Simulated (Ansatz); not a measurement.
The system is CuO (Tenorite).

```xyz
4
Lattice="2.3418 -1.7113 0.0000 2.3418 1.7113 0.0000 -0.8500 0.0000 5.0579" Properties=species:S:1:pos:R:3 pbc="T T T"
Cu    0.7459   -0.8557    2.5289
Cu    1.1709    0.8557    0.0000
O     1.7043    0.2793    3.7934
O     2.1293   -0.2793    1.2645
```

Base run:

* Program: Ansatz 0.2.0
* Functional: PBE
* Potentials or basis: Ansatz PAW earlier set
* Cutoff: 930 eV
* Density cutoff: 4650 eV
* k mesh: 10 × 10 × 5
* Occupations: fermi-dirac, width 0.05 eV
* Spin: no spin polarisation

Its results: band gap on the k mesh none (metal or under the smearing width); pressure 5.7 GPa; largest force 0.261 eV/Å.

The run is repeated on the same cell with these changes: functional from PBE to PBEsol. What comes out?

Band gap on the k mesh none (metal or under the smearing width); pressure -2.8 GPa; largest force 0.360 eV/Å.

PBEsol binds more tightly than PBE, so the same cell stands under less pressure.

Caveats: the run has no spin polarisation, though such a crystal can be magnetic; semilocal functionals often make such compounds metallic where correlation or magnetic order opens a gap, which also shifts bond lengths; the PAW data sets come from PBE, with cores solved anew for the run's functional, which leaves a small shift of forces and pressure (some runs).

Not every run made on this cell is shown here.
